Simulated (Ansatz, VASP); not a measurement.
**SnTe2 in two plane-wave programs**

Aim: how closely do two programs agree when they are given the same cell, functional and k mesh? The cell is generated by rule, not measured, and may not be a known phase. The cell is taken from a series of runs on this material, whose earlier steps may have relaxed, scaled, displaced or heated it; both programs get it as it stands.

Program: Ansatz 0.2.0. Level of theory: plane waves, with VASP 6.6.1 beside it; single point at PBE. Results are calculated unless marked as measured.

The structure was built from a prototype and need not be the compound's stable phase.

### 1. The starting structure

Symmetry: P4_12_12, No. 92, tetragonal system. The conventional cell has a = 7.058 Å, b = 7.058 Å, c = 8.848 Å, α = 90.00°, β = 90.00°, γ = 90.00°. Nearest to Sn lie 6 Te at 2.95 to 3.03 Å. Te has 3 Sn at 2.95 to 3.03 Å nearest. Farther neighbours and most contacts between anions are not listed.

### 2. VASP: single point, PBE, pair 1

With cell and atoms fixed, the geometry can't cause a difference; cores, projectors, grids and the points listed under the comparison can.

Lines of VASP's logs that name or quote its potential files are left out, and so is its time.

Contents of INCAR:

```
SYSTEM = SnTe2
PREC = Accurate
ENCUT = 500
EDIFF = 1E-06
NELM = 120
ISMEAR = 1
SIGMA = 0.2
LREAL = .FALSE.
ALGO = Normal
GGA = PE
NBANDS = 64
LORBIT = 11
LWAVE = .FALSE.
LCHARG = .FALSE.
ISIF = 2
LASPH = .TRUE.
GGA_COMPAT = .FALSE.
KPAR = 2
```

Contents of POSCAR:

```
SnTe2
1.0
    7.0577214653      0.0000000000      0.0000000000
    0.0000000000      7.0577214653      0.0000000000
    0.0000000000      0.0000000000      8.8481204969
Sn Te
4 8
Direct
    0.0095569639      0.9904430361      0.0000000000
    0.9904430361      0.0095569639      0.5000000000
    0.5095569639      0.5095569639      0.2500000000
    0.4904430361      0.4904430361      0.7500000000
    0.2806598692      0.3234787499      0.0059121151
    0.3234787499      0.2806598692      0.4940878849
    0.6765212501      0.7193401308      0.9940878849
    0.7193401308      0.6765212501      0.5059121151
    0.7806598692      0.1765212501      0.2440878849
    0.8234787499      0.2193401308      0.7559121151
    0.1765212501      0.7806598692      0.2559121151
    0.2193401308      0.8234787499      0.7440878849
```

Contents of KPOINTS:

```
Automatic mesh
0
Gamma
6 6 4
0 0 0
```

The projector-augmented-wave data sets are Sn_d and Te (PBE family, release 64).

The run is started by

```console
$ mpirun -np 2 vasp_std
```

Numbers of over 12 decimals in the logs are rounded to 6 here.

Log:

```text
[banner, memory and clock lines left out]
running    2 mpi-ranks, on    1 nodes
 distrk:  each k-point on    1 cores,    2 groups
 distr:  one band on    1 cores,    1 groups

 POSCAR found type information on POSCAR SnTe
 POSCAR found :  2 types and      12 ions
 LDA part: xc-table for (Slater+PW92), standard interpolation
 POSCAR, INCAR and KPOINTS ok, starting setup
 FFT: planning ... GRIDC
 FFT: planning ... GRID_SOFT
 FFT: planning ... GRID
 WAVECAR not read
 entering main loop
       N       E                     dE             d eps       ncg     rms          rms(c)
DAV:   1     0.951753311216E+03    0.95175E+03   -0.42479E+04  3840   0.162E+03
DAV:   2     0.113780423460E+03   -0.83797E+03   -0.81431E+03  4024   0.404E+02
DAV:   3    -0.297494959674E+02   -0.14353E+03   -0.13928E+03  4488   0.171E+02
DAV:   4    -0.397632346252E+02   -0.10014E+02   -0.98231E+01  4464   0.454E+01
DAV:   5    -0.401730219846E+02   -0.40979E+00   -0.40846E+00  5424   0.943E+00    0.110E+01
DAV:   6    -0.397517415677E+02    0.42128E+00   -0.99724E-01  4808   0.558E+00    0.778E+00
DAV:   7    -0.397533176201E+02   -0.15761E-02   -0.44113E-01  4792   0.242E+00    0.953E-01
DAV:   8    -0.397401630419E+02    0.13155E-01   -0.78545E-02  4760   0.151E+00    0.612E-01
DAV:   9    -0.397415537654E+02   -0.13907E-02   -0.63513E-03  4832   0.321E-01    0.826E-02
DAV:  10    -0.397416240970E+02   -0.70332E-04   -0.57049E-04  5064   0.122E-01    0.507E-02
DAV:  11    -0.397416875164E+02   -0.63419E-04   -0.10365E-04  4432   0.354E-02    0.141E-02
DAV:  12    -0.397416964546E+02   -0.89382E-05   -0.19884E-05  4520   0.219E-02    0.882E-03
DAV:  13    -0.397416960528E+02    0.40185E-06   -0.16155E-06  2744   0.666E-03
   1 F= -.39741696E+02 E0= -.39751241E+02  d E =0.286336E-01
```

From OUTCAR (step 2):

```text
ion  position               nearest neighbor table
   1  0.010  0.990  0.000-  11 2.95  12 2.95   9 3.00  10 3.00   5 3.03   7 3.03
   2  0.990  0.010  0.500-   9 2.95  10 2.95  11 3.00  12 3.00   6 3.03   8 3.03
   3  0.510  0.510  0.250-   7 2.95   8 2.95   5 3.00   6 3.00   9 3.03  11 3.03
   4  0.490  0.490  0.750-   5 2.95   6 2.95   7 3.00   8 3.00  10 3.03  12 3.03
   5  0.281  0.323  0.006-   4 2.95   3 3.00   1 3.03
   6  0.323  0.281  0.494-   4 2.95   3 3.00   2 3.03
   7  0.677  0.719  0.994-   3 2.95   4 3.00   1 3.03
   8  0.719  0.677  0.506-   3 2.95   4 3.00   2 3.03
   9  0.781  0.177  0.244-   2 2.95   1 3.00   3 3.03
  10  0.823  0.219  0.756-   2 2.95   1 3.00   4 3.03
  11  0.177  0.781  0.256-   1 2.95   2 3.00   3 3.03
  12  0.219  0.823  0.744-   1 2.95   2 3.00   4 3.03

  LATTYP: Found a simple tetragonal cell.
 ALAT       =     7.0577214653
 C/A-ratio  =     1.2536794687

 Subroutine GETGRP returns: Found  8 space group operations
 (whereof  2 operations were pure point group operations)

The static configuration has the point symmetry C_2 .
 The point group associated with its full space group is D_4 .

 Found     30 irreducible k-points:

   k-points           NKPTS =     30   k-points in BZ     NKDIM =     30   number of bands    NBANDS=     64

   dimension x,y,z NGX =    54 NGY =   54 NGZ =   70
   dimension x,y,z NGXF=   108 NGYF=  108 NGZF=  140

   ENCUT  =  500.0 eV  36.75 Ry    6.06 a.u.  12.87 12.87 16.13*2*pi/ulx,y,z

   NELECT =     104.0000    total number of electrons

 k-points in reciprocal lattice and weights: Automatic mesh
   0.00000000  0.00000000  0.00000000       0.007
   0.16666667  0.00000000  0.00000000       0.028
   0.33333333  0.00000000  0.00000000       0.028
   0.50000000  0.00000000  0.00000000       0.014
   0.16666667  0.16666667  0.00000000       0.028
   0.33333333  0.16666667  0.00000000       0.056
   0.50000000  0.16666667  0.00000000       0.028
   0.33333333  0.33333333  0.00000000       0.028
   0.50000000  0.33333333  0.00000000       0.028
[...]
0.50000000  0.33333333  0.50000000       0.028
   0.50000000  0.50000000  0.50000000       0.007

 average (electrostatic) potential at core
       1-102.8434       2-102.8434       3-102.8434       4-102.8434       5 -89.6376
       6 -89.6376       7 -89.6376       8 -89.6376       9 -89.6376      10 -89.6376
      11 -89.6376      12 -89.6376

 E-fermi :   4.4080

 k-point     1 :       0.0000    0.0000    0.0000
  band No.  band energies     occupation
    ...
     48       3.4701      2.00000
     49       3.8397      2.00044
     50       3.8397      2.00044
     51       4.1179      2.05957
     52       4.1179      2.05957
     53       4.8932     -0.00321
     54       4.8932     -0.00321
     55       4.9883     -0.00032
     56       5.0453     -0.00006
     57       6.3398     -0.00000
    ...

 k-point     2 :       0.1667    0.0000    0.0000
  band No.  band energies     occupation
    ...
     48       3.3724      2.00000
     49       3.8641      2.00082
     50       3.9011      2.00198
     51       4.1024      2.05275
     52       4.2305      2.01842
     53       4.7977     -0.01882
     54       4.9877     -0.00033
     55       5.0100     -0.00018
     56       5.0176     -0.00014
     57       6.3934     -0.00000
    ...

 k-point     3 :       0.3333    0.0000    0.0000
  band No.  band energies     occupation
    ...
     48       3.6365      2.00000
     49       3.8741      2.00105
     50       3.9367      2.00429
     51       4.0185      2.01886
     52       4.2999      1.78317
     53       4.6168     -0.05816
     54       4.8277     -0.01149
     55       5.2052     -0.00000
     56       5.2215     -0.00000
     57       6.5910     -0.00000
    ...

  Total       -0.6660295     -0.6660295     -1.2399037      0.0000000     -0.0000000      0.0000000
  in kB       -2.4211628     -2.4211628     -4.5073208      0.0000000     -0.0000000      0.0000000
  external PRESSURE =      -3.1165488 kB  Pullay stress =       0.0000000 kB

  energy-cutoff  :      500.00
  volume of cell :      440.74
      direct lattice vectors                 reciprocal lattice vectors
     7.057721465  0.000000000  0.000000000     0.141688788  0.000000000  0.000000000
     0.000000000  7.057721465  0.000000000     0.000000000  0.141688788  0.000000000
     0.000000000  0.000000000  8.848120497     0.000000000  0.000000000  0.113018352

 POSITION                                       TOTAL-FORCE (eV/Angst)
 -----------------------------------------------------------------------------------
      0.06745      6.99027      0.00000         0.052010     -0.052010     -0.000000
      6.99027      0.06745      4.42406        -0.052010      0.052010     -0.000000
      3.59631      3.59631      2.21203         0.052010      0.052010     -0.000000
      3.46141      3.46141      6.63609        -0.052010     -0.052010     -0.000000
      1.98082      2.28302      0.05231        -0.175453      0.124960      0.058855
      2.28302      1.98082      4.37175         0.124960     -0.175453     -0.058855
      4.77470      5.07690      8.79581        -0.124960      0.175453     -0.058855
      5.07690      4.77470      4.47637         0.175453     -0.124960      0.058855
      5.50968      1.24584      2.15972        -0.175453     -0.124960     -0.058855
      5.81188      1.54804      6.68840         0.124960      0.175453      0.058855
      1.24584      5.50968      2.26434        -0.124960     -0.175453      0.058855
      1.54804      5.81188      6.58378         0.175453      0.124960     -0.058855
 -----------------------------------------------------------------------------------
    total drift:                                0.000000     -0.000000     -0.000000

  FREE ENERGIE OF THE ION-ELECTRON SYSTEM (eV)
  ---------------------------------------------------
  free  energy   TOTEN  =       -39.7416960528 eV

  energy  without entropy=      -39.7703296708  energy(sigma->0) =      -39.75124059

 total charge
# of ion       s       p       d       tot
------------------------------------------
    1        1.181   0.907  10.023  12.110
    2        1.181   0.907  10.023  12.110
    3        1.181   0.907  10.023  12.110
    4        1.181   0.907  10.023  12.110
    5        1.397   1.919   0.021   3.337
    6        1.397   1.919   0.021   3.337
    7        1.397   1.919   0.021   3.337
    8        1.397   1.919   0.021   3.337
    9        1.397   1.919   0.021   3.337
   10        1.397   1.919   0.021   3.337
   11        1.397   1.919   0.021   3.337
   12        1.397   1.919   0.021   3.337
--------------------------------------------------
tot         15.895  18.980  40.260  75.135

[... 3 further parts left out ...]
```

The run ends at a pressure of -0.31 GPa, with forces up to 0.22 eV/Å.

### 3. Ansatz: single point, PBE, pair 1

Ansatz runs on its default PAW (the set named soft_2) files.

The same cell, functional, mesh and smearing now go to Ansatz, which takes its cutoff from its data sets.

Contents of input.yaml:

```yaml
crystal:
  lattice:
    - [7.0577214653, 0.0, 0.0]
    - [0.0, 7.0577214653, 0.0]
    - [0.0, 0.0, 8.8481204969]
  atoms:
    - { symbol: Sn, position: [0.0095569639, -0.0095569639, 0.0] }
    - { symbol: Sn, position: [-0.0095569639, 0.0095569639, 0.5] }
    - { symbol: Sn, position: [0.5095569639, 0.5095569639, 0.25] }
    - { symbol: Sn, position: [0.4904430361, 0.4904430361, 0.75] }
    - { symbol: Te, position: [0.2806598692, 0.3234787499, 0.0059121151] }
    - { symbol: Te, position: [0.3234787499, 0.2806598692, 0.4940878849] }
    - { symbol: Te, position: [0.6765212501, 0.7193401308, -0.0059121151] }
    - { symbol: Te, position: [0.7193401308, 0.6765212501, 0.5059121151] }
    - { symbol: Te, position: [0.7806598692, 0.1765212501, 0.2440878849] }
    - { symbol: Te, position: [0.8234787499, 0.2193401308, 0.7559121151] }
    - { symbol: Te, position: [0.1765212501, 0.7806598692, 0.2559121151] }
    - { symbol: Te, position: [0.2193401308, 0.8234787499, 0.7440878849] }
kpoints:
  mp_grid: { grid: [6, 6, 4] }
hamiltonian:
  xc: pbe
scf:
  occupations: { method: methfessel_paxton, width: 0.2 }
output:
  forces: true
  stress: true
  eigenvalues: true
```

The run is started by

```console
$ ansatz run input.yaml --threads 4 --pin off --max-ram 14336MiB --backend cpu --events-out ev --progress --plain --runs-dir out
```

Log:

```text
Engine: ansatz 0.2.0, aarch64-unknown-linux-gnu
Pseudopotentials: kind: paw
Pseudopotential: Sn, paw, valence charge 14, recommended cutoff 420 eV (normal), Sn.paw.azcp
Pseudopotential: Te, paw, valence charge 16, recommended cutoff 420 eV (normal), Te.paw.azcp
Functional definition: PBE
  parameter kappa = 0.804
  parameter beta = 0.066725
  exchange = pbe_x(kappa = kappa, mu = beta*pi^2/3)
  correlation = pbe_c(beta = beta)
Crystal: 12 atoms, lattice volume = 440.738 Å³
Basis set: ecut = 420 eV, 8609 PW (Γ), exchange–correlation on 96×96×120 points (8 copies of the dense FFT grid, shifted against one another)
Bands: 111, of which v1, the nominal top of the filled ones, is band 92 counted from 1 (91 counted from 0)
Symmetry: 8 space group operations
Space group: P41212 (ITA 92), of the structure as read, at distance tolerance 7.6e-5 Å
k-points: 30 of 144 (time reversal used)
Non-local potential: Sn, projectors of the file, l = 0: 2, l = 1: 2, l = 2: 2, l = 3: 2
Non-local potential: Te, projectors of the file, l = 0: 2, l = 1: 2, l = 2: 2, l = 3: 2
PAW form: soft (Blöchl's): semilocal exchange-correlation on the pseudo side does not see the compensation charge
PAW one-centre angular grid: Sn, 590 points (default); XC on 64 Gauss nodes
PAW one-centre angular grid: Te, 590 points (default); XC on 64 Gauss nodes
Initial density: superposition of atomic densities (neutral atoms: chi_scale 0, normalization atom), corrected by the library's trained network
Initial wavefunctions: pseudopotential atomic-orbital guess
Functional: x = pbe(κ = 0.804, μ = 0.219515), c = pbe(β = 0.066725)
SCF iter   1: F=—  HF=-79935.727091 eV  |F-HF|=—  |Δ(HF+E_count)|=         —  Δρ=1.91e-3  dr2=1.51e-2  ethr=1.77e-3  ⟨swp⟩=7.3  Hψ=13212  notcnv=0
preconditioner: auto → LDOS  [metal: Δε(μ)=0.046 eV  Ē_g=8.088 eV  σ=0.200 eV  W_gap=0.19  n_scr=98 (ndim 8)  ℏωp=14.2 eV  f_vac=0.080  D(μ)=6.25/eV (n_scr^D=28)  β→1.0]
SCF iter   2: F=—  HF=-79935.724109 eV  |F-HF|=—  |Δ(HF+E_count)|=   2.98e-3  S|Δr|=    0.00e0  Δρ=8.21e-4  dr2=2.83e-3  ethr=8.19e-6  ⟨swp⟩=2.2  Hψ=6618  notcnv=0
SCF iter   3: F=—  HF=-79935.722980 eV  |F-HF|=—  |Δ(HF+E_count)|=   1.13e-3  S|Δr|=    0.00e0  Δρ=2.78e-4  dr2=3.33e-4  ethr=1.54e-6  ⟨swp⟩=2.0  Hψ=5802  notcnv=0
SCF iter   4: F=—  HF=-79935.722873 eV  |F-HF|=—  |Δ(HF+E_count)|=   1.08e-4  S|Δr|=    0.00e0  Δρ=6.11e-5  dr2=1.73e-5  ethr=1.81e-7  ⟨swp⟩=2.0  Hψ=5801  notcnv=0
SCF iter   5: F=—  HF=-79935.723179 eV  |F-HF|=—  |Δ(HF+E_count)|=   3.06e-4  S|Δr|=    0.00e0  Δρ=1.89e-5  dr2=1.74e-6  ethr=9.39e-9  ⟨swp⟩=2.0  Hψ=5874  notcnv=0
SCF iter   6: F=—  HF=-79935.723180 eV  |F-HF|=—  |Δ(HF+E_count)|=   1.01e-6  S|Δr|=    0.00e0  Δρ=7.05e-6  dr2=2.58e-7  ethr=9.44e-10  ⟨swp⟩=2.0  Hψ=5808  notcnv=0
SCF iter   7: F=-79935.723180 eV  HF=-79935.723180 eV  |F-HF|=1.50e-9  |Δ(HF+E_count)|=   5.93e-8  S|Δr|=    0.00e0  Δρ=1.96e-6  dr2=1.82e-8  ethr=5.43e-11  ⟨swp⟩=11.6  Hψ=16325  notcnv=0
SCF 1 converged in 7 iterations: F = -79935.723180 eV  dr2 = 1.82e-8
  greatest PAW one-centre occupation: 0.998 electrons in one spin orbital (limit 2), on the Te atom at site 6 (counted from 0), in its partial waves of l = 2
SCF converged after 7 iterations
Stability not checked: this state was not tested for a lower state beside it, because cold or Methfessel-Paxton smearing, or corrected tetrahedra, fill the levels in a way that the test cannot read (fill_not_monotonic; see scf.lower_state_search)
Free energy (F): -79935.723180 eV
Harris-Foulkes:  -79935.723180 eV  (|F-HF|=1.50e-9)
Internal energy: -79935.751995 eV  (E = F + TS)
E sigma→0 (E₀):  -79935.730384 eV
Entropy (-TS):   0.028815 eV (2.401 meV/atom)
Fermi energy:    6.822550 eV
--- Per-component energies (eV) ---
  E_band       = -2815.305331
  E_kinetic    = 2181.789725
  E_local      = -16185.806042  (includes V_loc(G=0)·N_el)
  E_nonlocal   = -2609.242271
  E_hartree    = 9737.578389
  E_xc         = -2515.841713
  E_vxc        = -1205.884676  (∫ρ·V_xc dr)
  E_paw        = -53850.611069  (= ΣΔE_a)
  E_vpaw       = -4471.310550  (= ΣTr[D̂ρ^β])
  E_aug_tail   = -0.001562  (compensation charges beyond the density's cutoff)
  E_ewald      = -16693.617453
  E_smearing   = 0.028815  (= −TS)
  E_closure    = -0.000000  (closes the sum)
  Σ components = -79935.723180   (vs F -79935.723180, Δ=0.00e0)
--- Forces (eV/Å), atoms counted from 1 ---
  atom   1  Sn     0.05413967    -0.05413967     0.00000000
  atom   2  Sn    -0.05413967     0.05413967    -0.00000000
  atom   3  Sn     0.05413967     0.05413967     0.00000000
  atom   4  Sn    -0.05413967    -0.05413967     0.00000000
  atom   5  Te    -0.17530660     0.12827248     0.05803811
  atom   6  Te     0.12827248    -0.17530660    -0.05803811
  atom   7  Te    -0.12827248     0.17530660    -0.05803811
  atom   8  Te     0.17530660    -0.12827248     0.05803811
  atom   9  Te    -0.17530660    -0.12827248    -0.05803811
  atom  10  Te     0.12827248     0.17530660     0.05803811
  atom  11  Te    -0.12827248    -0.17530660     0.05803811
  atom  12  Te     0.17530660     0.12827248    -0.05803811
  max |Σ_I F_I| component: 5.55e-17 eV/Å
--- Stress (GPa, compression-positive) ---
       -0.220858       0.000000       0.000000
        0.000000      -0.220858       0.000000
        0.000000       0.000000      -0.444187
  P = ⅓ Tr σ = -0.2953 GPa (-2.953 kbar)
--- Band table (eV; the first three rows and the last of 30) ---
  k-point 0: bands = [... 88 lower, 6.2532, 6.2532, 6.5316, 6.5316, 7.3086, 7.3086, 7.4036, 7.4612, ... 15 higher]
  k-point 1: bands = [... 88 lower, 6.1930, 6.3783, 6.7078, 6.7257, 7.2309, 7.2449, 7.7562, 7.9173, ... 15 higher]
  k-point 2: bands = [... 88 lower, 6.5012, 6.5012, 6.8031, 6.8031, 7.1144, 7.1144, 8.2494, 8.2494, ... 15 higher]
  k-point 29: bands = [... 88 lower, 6.5970, 6.5970, 6.5970, 6.5970, 7.3967, 7.3967, 7.3967, 7.3967, ... 15 higher]
```

In the SCF lines HF is the Harris–Foulkes energy and dr2 the Hartree energy of the density residual, in eV; the loop may stop once dr2 is under the threshold and the program's other checks hold. Hψ counts applications of the Hamiltonian.

The run ends at a pressure of -0.30 GPa, with forces up to 0.22 eV/Å.

### 4. Differences

Known differences besides the potentials themselves: the data sets hold 184 valence electrons in Ansatz (on its default PAW (the set named soft_2) files) and 104 in VASP; the cutoff is 420 eV in Ansatz and 500 eV in VASP. Total energies have different zeros and are not compared.

The two programs side by side:

| quantity | Ansatz | VASP | difference |
| --- | --- | --- | --- |
| pressure (GPa) | -0.30 | -0.31 | +0.02 |

Forces on 7 of the 12 atoms, those with the largest forces and the largest differences (eV/Å; atoms numbered as in POSCAR):

| atom | Ansatz x, y, z | VASP x, y, z |
| --- | --- | --- |
| Te5 | -0.175, 0.128, 0.058 | -0.175, 0.125, 0.059 |
| Te6 | 0.128, -0.175, -0.058 | 0.125, -0.175, -0.059 |
| Te7 | -0.128, 0.175, -0.058 | -0.125, 0.175, -0.059 |
| Te8 | 0.175, -0.128, 0.058 | 0.175, -0.125, 0.059 |
| Te10 | 0.128, 0.175, 0.058 | 0.125, 0.175, 0.059 |
| Te11 | -0.128, -0.175, 0.058 | -0.125, -0.175, 0.059 |
| Te12 | 0.175, 0.128, -0.058 | 0.175, 0.125, -0.059 |

The forces differ by 1.9 meV/Å r.m.s., which is 1.8 % of the r.m.s. force of 0.108 eV/Å (both taken over all components).

[end of part 1 of 2]

[Lines on the potential files, build, host, timing and source positions are cut from VASP's logs without a mark.]

[Logs are printed without paths, hosts, clocks, repeated set-up lines and the standing remarks that a program may print on its own settings, such as how far it seeks lower states.]

[Hosts, paths, dates, database ids (printed as entryN), source tags and the programs' standing remarks are cut or masked in the printed files.]
